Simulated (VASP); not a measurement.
Al2O3 (Corundum), 10 atoms in the cell. The structure is trigonal, space group R-3c (No. 167). The conventional cell has a = 4.760 Å, b = 4.760 Å, c = 12.996 Å, α = 90.00°, β = 90.00°, γ = 120.00°. Al (site symmetry 3) is surrounded by 6 O at 1.85 to 1.97 Å. O (site symmetry 2) has 4 Al at 1.85 to 1.97 Å as nearest neighbours. 

- Program: VASP 6.6.1
- Task: relaxation of cell and atoms
- Functional: vdW-DF-cx
- Potentials or basis: VASP PAW PBE potentials, release 64 (Al, O)
- Cutoff: 600 eV
- k mesh: 7 × 7 × 7
- Occupations: fermi-dirac, width 0.05 eV
- Spin: no spin polarisation
- Further INCAR settings: ALGO = Normal; EDIFF = 1e-07; IBRION = 2; EDIFFG = -0.005; NSW = 40; ISIF = 3

Potentials or basis: VASP PAW PBE potentials, release 64 (Al, O).

Command:

```sh
$ cat potpaw_PBE.64/Al/POTCAR potpaw_PBE.64/O/POTCAR > POTCAR
$ mpirun -np 1 vasp_std > vasp.out
```

Hardware: 1 thread of Intel(R) Xeon(R) 6975P-C (Granite Rapids), with other jobs on the host.

Q: Estimate the wall time of this run.

A: Wall time 10 min on 1 thread of Intel(R) Xeon(R) 6975P-C (Granite Rapids), on a shared host, peak memory 0.69 GiB. Counts: scf iterations 46, k points 44, ion steps 6.
